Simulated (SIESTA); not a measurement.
InAs under changes of volume

One of the cells (27.489 Å³/atom); the others are scaled copies at fixed shape and fractional positions:

```xyz
2
Lattice="0.0000 3.0180 3.0180 3.0180 0.0000 3.0180 3.0180 3.0180 0.0000" Properties=species:S:1:pos:R:3 pbc="T T T"
In    0.0000    0.0000    0.0000
As    4.5270    4.5270    4.5270
```

```yaml
Program: SIESTA 5.4.2
Functional: RPBE
Potentials_or_basis: PseudoDojo 0.4 standard (PBE files)
Basis: DZP (energy shift 0.002 Ry; radii capped at 9.5 bohr)
Grid_cutoff: 500 Ry
Energy_shift: 0.002 Ry
k_mesh: 8 × 8 × 8
Occupations: fermi-dirac, width 0.05 eV
Spin: no spin polarisation
```

```tsv
volume (Å³/atom)	energy over the lowest point (meV/atom)	pressure (GPa)	gap on the mesh (eV)
25.840	148.30	12.5	0.44
26.389	109.08	10.4	0.31
26.939	76.77	8.5	0.18
27.489	50.45	6.9	none
28.039	?	?	?
28.588	12.39	4.2	none
29.138	0.00	3.0	none
```

Problem. What does the run at 28.039 Å³/atom give?

Solution. Energy over the lowest point 29.06 meV/atom; pressure 5.5 GPa; gap on the mesh none.

Worked out: A Birch-Murnaghan fit of order 3 (a polynomial in V^(-2/3)) to the other rows has no minimum within the range. It gives 29.10 meV/atom at 28.039 Å³/atom, against the run's 29.06, and -dE/dV = 5.5 GPa, against 5.5.

Energies are extrapolated to zero smearing.

Caveats: semicore shells carry a single zeta, which can move pressures by several GPa and volumes by a few percent; the potentials were made for another functional, which shifts forces and pressure; the basis of atomic orbitals isn't converged, which shifts pressures, moduli and gaps; spin-orbit coupling is left out, which moves the levels of the heavy elements (some runs).

A mesh can miss the band edges.

A gap of «none» marks a metal or a gap under the smearing width.
